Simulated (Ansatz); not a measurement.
# Si (simple hexagonal): the cost of one run

Computed with Ansatz 0.2.0 (DFT PBE, scalar-relativistic, plane waves, PAW, unless a step's input says otherwise).

### 1 The system as given

The structure is hexagonal, space group P6/mmm (No. 191). The conventional cell has a = 2.563 Å, b = 2.563 Å, c = 2.381 Å, α = 90.00°, β = 90.00°, γ = 120.00°. Si (site symmetry 6/mmm) is surrounded by 8 Si at 2.38 to 2.56 Å.

As a file:

```cif
data_structure
_symmetry_space_group_name_H-M 'P6/mmm'
_symmetry_Int_Tables_number 191
_cell_length_a 2.5630
_cell_length_b 2.5630
_cell_length_c 2.3810
_cell_angle_alpha 90.000
_cell_angle_beta 90.000
_cell_angle_gamma 120.000
_cell_volume 13.55
loop_
_atom_site_label
_atom_site_type_symbol
_atom_site_symmetry_multiplicity
_atom_site_Wyckoff_symbol
_atom_site_fract_x
_atom_site_fract_y
_atom_site_fract_z
_atom_site_occupancy
Si1 Si 1 a 0.00000 0.00000 0.00000 1
```

### 2 Cell and atoms relaxed at 14 GPa

input.yaml reads:

```yaml
crystal:
  lattice:
    - [2.563, 0.0, 0.0]
    - [-1.2815, 2.2196231099, 0.0]
    - [0.0, 0.0, 2.381]
  atoms:
    - { symbol: Si, position: [0.0, 0.0, 0.0] }
scf:
  occupations: { method: gaussian, width: 0.05 }
output:
  forces: true
  stress: true
  eigenvalues: true
  write_density: true
  write_potential: true
  elf: true
  volumetric_format: npy
hamiltonian:
  xc: pbe
basis:
  ecutwfc: 450
kpoints:
  mp_grid: { grid: [24, 24, 24] }
relax:
  f_tol: 0.003
  max_steps: 60
  cell: { stress_tol: 0.03, p_target: 14 }
```

Run with:

```sh
$ ansatz run input.yaml --threads 1 --pin off --max-ram 2867MiB --backend cpu --events-out ev --progress --plain --runs-dir out
```

What time and memory should one allow on 1 thread of Intel Xeon at 2.30GHz, shared host?

About 34 s, with a peak of 0.46 GiB.
